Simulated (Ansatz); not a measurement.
**How much do the gradients of Al2O3 depend on the method?**

Cell: a refined structure from the COD whose atoms were relaxed with PBE, the cell held.

```
Al O
1.0
     2.38025    1.37424    4.33187
    -2.38025    1.37424    4.33187
     0.00000   -2.74848    4.33187
Al O
4 6
Direct
  0.35208 0.35208 0.35208
  0.14792 0.14792 0.14792
  0.64792 0.64792 0.64792
  0.85208 0.85208 0.85208
  0.55646 0.94354 0.25000
  0.25000 0.55646 0.94354
  0.94354 0.25000 0.55646
  0.44354 0.05646 0.75000
  0.75000 0.44354 0.05646
  0.05646 0.75000 0.44354
```

Sites (sets of like atoms) are named by element and the number of their first atom in this list.

First run. Level of theory: DFT, PBE, plane waves and PAW, scalar-relativistic, 420 eV cutoff, Γ-centred 8×8×8 k-points, Fermi–Dirac smearing 0.02 eV (Ansatz 0.2.0).

```tsv
site	atom	V_zz (10²¹ V/m²)	η
Al	1	0.56	0.00
O	5	-3.88	0.51
```

Second run. The same atoms and settings, except that the functional is LDA.

(1) Given the first result, estimate the second.

Answers

(1) 

```
site  atom   V_zz     η  change of V_zz
  Al     1   0.57  0.00           +0.01
   O     5  -3.76  0.51           +0.12
```

The largest change of V_zz is on O, from -3.88 to -3.76. In per cent, |V_zz| changes by +2 on Al, -3 on O (all sites that start above 0.5).

For the first run: At this cell the PBE pressure is 7 GPa, so with PBE the cell would grow if it were relaxed.
For the second run: At this cell the LDA pressure is -5 GPa, so with LDA the cell would shrink if it were relaxed.
